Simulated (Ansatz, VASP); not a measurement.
Two plane-wave programs on B

POSCAR

```
B
1.0
    0.0000000000      1.9889570000      1.9889570000
    1.9889570000      0.0000000000      1.9889570000
    1.9889570000      1.9889570000      0.0000000000
B
4
Direct
    0.0000000000      0.0000000000      0.0000000000
    0.5000000000      0.0000000000      0.0000000000
    0.0000000000      0.0000000000      0.5000000000
    0.0000000000      0.5000000000      0.0000000000
```

Contents of INCAR.step1:

```
SYSTEM = B
PREC = Accurate
ENCUT = 600
ISMEAR = -1
SIGMA = 0.1
LREAL = .False.
LASPH = .True.
NELM = 60
GGA = PE
ALGO = Normal
EDIFF = 1E-4
LWAVE = .True.
LCHARG = .False.
```

Contents of INCAR.step2:

```
SYSTEM = B
PREC = Accurate
ENCUT = 600
EDIFF = 1E-6
ISMEAR = -1
SIGMA = 0.1
LREAL = .False.
LASPH = .True.
NELM = 60
ALGO = Normal
ISIF = 3
LWAVE = .False.
LCHARG = .False.
METAGGA = R2SCAN
LMIXTAU = .True.
IBRION = 2
NSW = 60
EDIFFG = -0.01
ISTART = 1
```

File KPOINTS:

```
regular mesh
0
Gamma
  8 8 8
  0 0 0
```

Input for Ansatz:

```yaml
crystal:
  lattice:
    - [0.0, 1.988957, 1.988957]
    - [1.988957, 0.0, 1.988957]
    - [1.988957, 1.988957, 0.0]
  atoms:
    - { symbol: B, position: [0.0, 0.0, 0.0] }
    - { symbol: B, position: [0.5, 0.0, 0.0] }
    - { symbol: B, position: [0.0, 0.0, 0.5] }
    - { symbol: B, position: [0.0, 0.5, 0.0] }
  symmetry: { tolerance: 0.0003 }
kpoints:
  mp_grid: { grid: [8, 8, 8], shift: [0, 0, 0] }
magnetization:
  spin_polarized: false
scf:
  occupations: { method: fermi_dirac }
hamiltonian:
  pseudopotentials: { kind: paw }
  xc: r2scan
basis:
  ecutwfc: 500
output:
  forces: true
  stress: true
  eigenvalues: true
relax:
  max_steps: 40
  cell: {}
```

The cell was built by a generator and needn't be a form met in nature.

Alike in both runs: task relaxation of cell and atoms; functional r2SCAN; k mesh 8 × 8 × 8; no spin polarisation.

```csv
,VASP,Ansatz
version,VASP 6.6.1,Ansatz 0.2.0
potentials or method,"VASP PAW PBE potentials, release 64 (B)",PAW plane waves
plane-wave cutoff (eV),600,500
occupations,"fermi-dirac, width 0.1 eV",fermi-dirac
valence electrons in the cell,12,12
```

VASP gave:

| Property | Result |
| --- | --- |
| gap on the k mesh at the Fermi level, each at its own relaxed structure (eV) | none |
| relaxed volume (Å³/atom) | 7.73 |
| relaxed cell length with the largest relative difference (Å) | 3.523 |
| energy change over the relaxation (meV/atom) | -3189 |

Task: What did Ansatz give for the same quantities?

Result: gap on the k mesh at the Fermi level, each at its own relaxed structure (eV): none; relaxed volume (Å³/atom): 7.74; relaxed cell length with the largest relative difference (Å): 3.524; energy change over the relaxation (meV/atom): -3178.

A gap of «none» marks a metal or a gap that the smearing closes.

Caveats: the volume moved by over 15 % at a fixed basis, so the end points are rough (VASP); the PAW data sets were made with another functional, which shifts forces and pressure a little (VASP).
